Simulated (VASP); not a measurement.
A run of VASP 6.6.1 is set up as follows.

The input POSCAR:

```
Na
1.0
    3.7748954782      0.0000000000      0.0000000000
   -1.8874477391      3.2691553808      0.0000000000
    0.0000000000      0.0000000000      6.1061578197
Na
2
Direct
    0.3333333333      0.6666666667      0.7500000000
    0.6666666667      0.3333333333      0.2500000000
```

Contents of INCAR.step1:

```
PREC     = Accurate       # precision mode
ENCUT    = 520            # plane-wave cutoff, eV
EDIFF    = 1E-5           # SCF threshold, eV
ISMEAR   = 0              # smearing method
SIGMA    = 0.05           # smearing width, eV
LREAL    = F              # projectors in reciprocal space
LASPH    = T              # aspherical terms in the spheres
NELM     = 100            # most SCF steps
ALGO     = Normal         # electronic algorithm
ISIF     = 2              # what is computed and relaxed
LWAVE    = T              # write WAVECAR
LCHARG   = F              # write CHGCAR
GGA      = PE             # functional
NBANDS   = 14             # bands
```

File INCAR.step2:

```
PREC     = Accurate       # precision mode
ENCUT    = 520            # plane-wave cutoff, eV
EDIFF    = 1E-7           # SCF threshold, eV
ISMEAR   = 0              # smearing method
SIGMA    = 0.05           # smearing width, eV
LREAL    = F              # projectors in reciprocal space
LASPH    = T              # aspherical terms in the spheres
NELM     = 100            # most SCF steps
ALGO     = Normal         # electronic algorithm
ISIF     = 2              # what is computed and relaxed
LWAVE    = F              # write WAVECAR
LCHARG   = F              # write CHGCAR
GGA      = PE             # functional
LHFCALC  = T              # exact exchange
HFSCREEN = 0.2079         # screening, 1/A
PRECFOCK = Normal       
ISTART   = 1            
NBANDS   = 14             # bands
```

KPOINTS

```
regular mesh
0
Gamma
  6 6 4
```

Potentials or basis: VASP PAW PBE potentials, release 64 (Na_pv).

Run with:

```console
$ cat potpaw_PBE.64/Na_pv/POTCAR > POTCAR
$ cp INCAR.step1 INCAR
$ mpirun -np 1 vasp_std > vasp.out
$ cp INCAR.step2 INCAR
$ mpirun -np 1 vasp_std > vasp.out
```

**Question.** Estimate the band gap on the k mesh.

**Answer.** None (metal or under the smearing width).

**Question.** What does it give for the pressure?

**Answer.** 0.0 GPa.

Stress tensor (GPa, compression positive):
```
 0.19  0.00  0.00
 0.00  0.19  0.00
 0.00  0.00 -0.41
```

Caveat: the PAW data sets were made with another functional, which shifts forces and pressure a little.
